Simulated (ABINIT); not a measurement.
# Rh (Fm-3m) in ABINIT: notebook, part 2 of 2

ABINIT 10.8.3 (patched build).

**6. Equation of state, r2SCAN**

Contents of run.abi:

```
# Datasets: one volume each
ndtset 7
scalecart1 3*0.9795861087
scalecart2 3*0.9864848297
scalecart3 3*0.9932883884
scalecart4 3*1.0000000000
scalecart5 3*1.0066227096
scalecart6 3*1.0131594038
scalecart7 3*1.0196128224

# Pseudopotentials
pp_dirpath "./"
pseudos "Rh.upf"

# Structure
acell 2.6839652093 2.6839652093 2.6839652093 Angstrom
rprim
     0.0000000000     0.7071067812     0.7071067812
     0.7071067812     0.0000000000     0.7071067812
     0.7071067812     0.7071067812     0.0000000000
ntypat 1
znucl 45
natom 1
typat 1
xred
     0.0000000000     0.0000000000     0.0000000000

# Plane-wave basis
ecut 53.0

# k points
kptopt 1
ngkpt 8 8 8
nshiftk 1
shiftk 0.0 0.0 0.0

# Exchange and correlation
ixc -497498
usekden 1
nc_xccc_gspace 1
boxcutmin 3.0

# Bands and occupations
nband 13
occopt 3
tsmear 0.05 eV

# SCF cycle
nstep 100
tolvrs 1.0e-9

# Output
iomode 3
prtwf 0
prtden 0
prteig 0
prtebands 0
enunit 2
```

Potentials or basis: PseudoDojo NC SR PBE v0.4.1 standard.

On the command line:

```console
mpirun --bind-to none -np 4 abinit run.abi > log 2>&1
```

run.abo:

```text
.Version 10.8.3 of ABINIT
 DATASET    1 : space group Fm -3 m (#225); Bravais cF (face-center cubic)
================================================================================
 Values of the parameters that define the memory need for DATASET  1.
     intxc =       0    ionmov =       0      iscf =       7    lmnmax =       6
     lnmax =       6     mgfft =      50  mpssoang =       3    mqgrid =    3001
     natom =       1  nloc_mem =       1    nspden =       1   nspinor =       1
    nsppol =       1      nsym =      48    n1xccc =    2501    ntypat =       1
    occopt =       3   xclevel =       2
       mpw =        1612          nfft =      125000          nkpt =          29
================================================================================
================================================================================
[... 61 lines left out ...]
 DATASET    7 : space group Fm -3 m (#225); Bravais cF (face-center cubic)
================================================================================
 Values of the parameters that define the memory need for DATASET  7.
     intxc =       0    ionmov =       0      iscf =       7    lmnmax =       6
     lnmax =       6     mgfft =      54  mpssoang =       3    mqgrid =    3001
     natom =       1  nloc_mem =       1    nspden =       1   nspinor =       1
    nsppol =       1      nsym =      48    n1xccc =    2501    ntypat =       1
    occopt =       3   xclevel =       2
       mpw =        1826          nfft =      157464          nkpt =          29
================================================================================
================================================================================

--------------------------------------------------------------------------------
------------- Echo of variables that govern the present computation ------------
--------------------------------------------------------------------------------
 -outvars: echo values of preprocessed input variables --------
            acell      5.0719591770E+00  5.0719591770E+00  5.0719591770E+00 Bohr
              amu      1.02905500E+02
        boxcutmin      3.00000000E+00
             ecut      5.30000000E+01 Hartree
           enunit           2
              ixc     -497498
[... 99 lines left out ...]
  e.g. ecut=  125.043272 Hartrees makes boxcut=2

--- Pseudopotential description ------------------------------------------------
- pspini: atom type   1  psp file is ./Rh.upf
12 -101130 2 -1 1568                          pspcod,pspxc,lmax,lloc,mmax
     nproj     2     2     2

   3.63592509E+02                                ecore*ucvol(ha*bohr**3)
--------------------------------------------------------------------------------

================================================================================

--- !BeginCycle
iteration_state: {dtset: 1, }
solver: {iscf: 7, nstep: 100, nline: 4, wfoptalg: 0, }
tolerances: {tolvrs: 1.00E-09, }
...
[... 1089 lines left out ...]
-Cartesian components of stress tensor (GPa)         [Pressure= -1.4063E+01 GPa]
- sigma(1 1)=  1.40632210E+01  sigma(3 2)=  0.00000000E+00
- sigma(2 2)=  1.40632210E+01  sigma(3 1)=  0.00000000E+00
- sigma(3 3)=  1.40632210E+01  sigma(2 1)=  0.00000000E+00

== END DATASET(S) ==============================================================
================================================================================

 -outvars: echo values of variables after computation  --------
            acell      5.0719591770E+00  5.0719591770E+00  5.0719591770E+00 Bohr
           etotal1    -1.1839745616E+02
           etotal2    -1.1839853102E+02
           etotal3    -1.1839914617E+02
           etotal4    -1.1839935468E+02
           etotal5    -1.1839920294E+02
           etotal6    -1.1839873282E+02
           etotal7    -1.1839798124E+02
            fcart1    -0.0000000000E+00 -0.0000000000E+00 -0.0000000000E+00
            fcart2    -0.0000000000E+00 -0.0000000000E+00 -0.0000000000E+00
            fcart3    -0.0000000000E+00 -0.0000000000E+00 -0.0000000000E+00
            fcart4    -0.0000000000E+00 -0.0000000000E+00 -0.0000000000E+00
            fcart5    -0.0000000000E+00 -0.0000000000E+00 -0.0000000000E+00
            fcart6    -0.0000000000E+00 -0.0000000000E+00 -0.0000000000E+00
            fcart7    -0.0000000000E+00 -0.0000000000E+00 -0.0000000000E+00
            rprim1     0.0000000000E+00  6.9267198023E-01  6.9267198023E-01
                       6.9267198023E-01  0.0000000000E+00  6.9267198023E-01
                       6.9267198023E-01  6.9267198023E-01  0.0000000000E+00
[... 17 lines left out ...]
                       7.2097514092E-01  7.2097514092E-01  0.0000000000E+00
           strten1    -7.1654264059E-04 -7.1654264059E-04 -7.1654264059E-04
                       0.0000000000E+00  0.0000000000E+00  0.0000000000E+00
           strten2    -4.5216522589E-04 -4.5216522589E-04 -4.5216522589E-04
                       0.0000000000E+00  0.0000000000E+00  0.0000000000E+00
           strten3    -2.1803513356E-04 -2.1803513356E-04 -2.1803513356E-04
                       0.0000000000E+00  0.0000000000E+00  0.0000000000E+00
           strten4    -1.0717361791E-05 -1.0717361791E-05 -1.0717361791E-05
                       0.0000000000E+00  0.0000000000E+00  0.0000000000E+00
           strten5     1.7268497687E-04  1.7268497687E-04  1.7268497687E-04
                       0.0000000000E+00  0.0000000000E+00  0.0000000000E+00
           strten6     3.3483279083E-04  3.3483279083E-04  3.3483279083E-04
                       0.0000000000E+00  0.0000000000E+00  0.0000000000E+00
           strten7     4.7799916737E-04  4.7799916737E-04  4.7799916737E-04
                       0.0000000000E+00  0.0000000000E+00  0.0000000000E+00
 Calculation completed.
```

Run time: 6.4 min. Hardware: 4 MPI ranks of Arm Neoverse V2, shared host; peak memory 0.6 GiB.

What came out:

| Quantity | Value |
| --- | --- |
| Equilibrium volume | 13.69 Å³/atom (rough: see the caveat) |
| Bulk modulus | 285 GPa (rough) |

Energy against volume, from the lowest point:
```csv
volume (Å³/atom),energy (meV/atom)
12.851,51.66
13.125,22.41
13.398,5.67
13.671,0.00
13.945,4.13
14.218,16.92
14.492,37.37
```

Caveat: a meta-GGA on potentials with a model core is unreliable; a meta-GGA on norm-conserving files made for a GGA shifts volumes by about 1 %; pressures at fixed basis lie under the slope of the energies; the potentials were made for another functional, which shifts forces and pressure; the fit is rough or its minimum lies at the end of the range.

**7. Summary**

```csv
potentials or basis,cutoff (eV),fine-grid cutoff,V0 of scaled cells (Å³/atom),B0 (GPa)
"Ansatz PAW PBE default generated set, frozen core",490,979.61 eV,13.75,279
JTH PAW PBE v2.0,517,1034.03 eV,13.81,283
Ansatz NC r2SCAN,1442,-,13.77,279
SG15 NC PBE v1.2,1143,-,-,-
PseudoDojo NC SR PBE v0.4.1 standard,1442,-,-,-
```

Alike in all rows: task equation of state; level r2SCAN; no spin polarisation; cell as given; k mesh 8 × 8 × 8; smearing fermi-dirac 0.05 eV.

Caveats: pressures at fixed basis lie under the slope of the energies; the PAW data sets were made with another functional, which shifts forces and pressure a little (some runs); a meta-GGA on norm-conserving files made for a GGA shifts volumes by about 1 % (some runs); the potentials were made for another functional, which shifts forces and pressure (some runs); the fit is rough or its minimum lies at the end of the range (some runs); the atomic spheres overlap (some runs); a meta-GGA on potentials with a model core is unreliable (some runs).

Absolute energies hang on the potentials; compare differences alone.

**8. How close it comes**

Step 2. A measured bulk modulus of Rh is 264 GPa (quoted in “Thermal equation of state of rhodium characterized by XRD in a resistively heated diamond anvil cell”, 2024, pmc:11535440); the calculated 279 GPa misses it by +5.6 %. The fit is for a static lattice scaled at fixed shape and fixed fractional positions.

Step 3. A measured bulk modulus of Rh is 264 GPa (quoted in “Thermal equation of state of rhodium characterized by XRD in a resistively heated diamond anvil cell”, 2024, pmc:11535440); the calculated 283 GPa misses it by +7.1 %. The fit is for a static lattice scaled at fixed shape and fixed fractional positions.

Step 4. Measured bulk modulus of Rh: 264 GPa (quoted in “Thermal equation of state of rhodium characterized by XRD in a resistively heated diamond anvil cell”, 2024, pmc:11535440). This calculation gives 279 GPa (+5.5 %). The fit is for a static lattice scaled at fixed shape and fixed fractional positions.
